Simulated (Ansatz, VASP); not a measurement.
## Ag in VASP and in Ansatz

Contents of INCAR:

```
SYSTEM = Ag
PREC = Accurate ; ENCUT = 520
EDIFF = 1E-6 ; ISMEAR = -1
SIGMA = 0.04 ; LREAL = .False.
LASPH = .True. ; NELM = 80
ALGO = Normal ; ISIF = 2
LWAVE = .False. ; LCHARG = .False.
GGA = PE ; NBANDS = 12
```

File KPOINTS:

```
Automatic mesh
0
Gamma
  7 7 7
  0 0 0
```

POSCAR

```
Ag
1.0
    0.0000000000      2.0427500000      2.0427500000
    2.0427500000      0.0000000000      2.0427500000
    2.0427500000      2.0427500000      0.0000000000
Ag
1
Direct
    0.0000000000      0.0000000000      0.0000000000
```

File input.yaml:

```yaml
crystal:
  lattice:
    - [0.0, 2.04275, 2.04275]
    - [2.04275, 0.0, 2.04275]
    - [2.04275, 2.04275, 0.0]
  atoms:
    - { symbol: Ag, position: [0.0, 0.0, 0.0] }
kpoints:
  mp_grid: { grid: [7, 7, 7] }
scf:
  occupations: { method: fermi_dirac, width: 0.04 }
hamiltonian:
  xc: pbe
  pseudopotentials: { kind: all_electron, lapw: { basis_error: 0.004 } }
output:
  forces: true
  stress: true
  eigenvalues: true
```

Alike in both runs: task single point; functional PBE; k mesh 7 × 7 × 7; occupations fermi-dirac, width 0.04 eV; no spin polarisation.

|  | VASP | Ansatz |
| --- | --- | --- |
| version | VASP 6.6.1 | Ansatz 0.2.0 |
| potentials or method | VASP PAW PBE potentials, release 64 (Ag) | all-electron LAPW, scalar-relativistic |
| plane-wave cutoff (eV) | 520 | see its input |

Ansatz gave:

| Property | Result |
| --- | --- |
| gap on the k mesh at the Fermi level (eV) | none |
| pressure (GPa) | 4.3 |

Question: Estimate VASP's values.

Answer: gap on the k mesh at the Fermi level (eV): none; pressure (GPa): 4.2.

A gap of «none» marks a metal or a gap that the smearing closes. Ansatz ran all-electron here, so the differences hold the error of VASP's frozen core and of both bases.

Caveats: the k mesh is coarse (spacing up to 0.38 Å⁻¹), so the values aren't converged; the k mesh is thin for a metal, which can move the energy by tens of meV per atom (Ansatz).
